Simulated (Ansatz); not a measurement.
How far is this CdSe from the hull?

The calculation used DFT PBE, scalar-relativistic, plane waves, PAW (Ansatz). Settings: cutoff 420 eV, Γ-centred meshes spaced at most about 0.3 Å⁻¹ (2π included), Gaussian smearing. No spin polarisation.

Formation energies are uncorrected and refer to the elements' standard structures at the same level.

All energies are static (0 K, no zero-point motion). The reference form of Se is held partly by dispersion forces, which this level lacks.

The competitors are the elements and 2 reference phases of this chemical system (from databases or known types: CdSe, CdSe2), relaxed at the same level; other known phases may be missing.

The candidate was reached from: 4-connected net, two elements alternating.

```xyz
8
Lattice="8.1647 0.0000 0.0000 0.0000 4.5070 0.0000 0.0000 0.0000 7.4791" Properties=species:S:1:pos:R:3 pbc="T T T"
Cd    6.8645    3.3803    2.9843
Cd    5.3825    1.1268    6.7238
Cd    2.7822    3.3803    0.7553
Cd    1.3002    1.1268    4.4949
Se    6.7140    1.1268    4.4572
Se    5.5331    3.3803    0.7176
Se    2.6316    1.1268    6.7615
Se    1.4507    3.3803    3.0219
```

Task: Is it stable, and against what?

Result: Not the lowest form: another structure of the same formula lies lower. Its formation energy is -0.557 eV/atom. The lowest competing phase at this composition is this:

| phase | space group | source | share of atoms | ΔE_f (eV/atom) |
| --- | --- | --- | --- | --- |
| CdSe | F-43m (No. 216) | Materials Project | 1.0000 | -0.633 |

The candidate lies 76 meV/atom above this phase. The candidate matches no cell in the subsets of the Crystallography Open Database and the Materials Project at hand. It is metastable at best. Checks: phonons real on a 1×2×1 q mesh, imaginary between its points (to 19i cm⁻¹, which can come from the interpolation). The Crystallography Open Database lists this formula in another space group (No. 186).
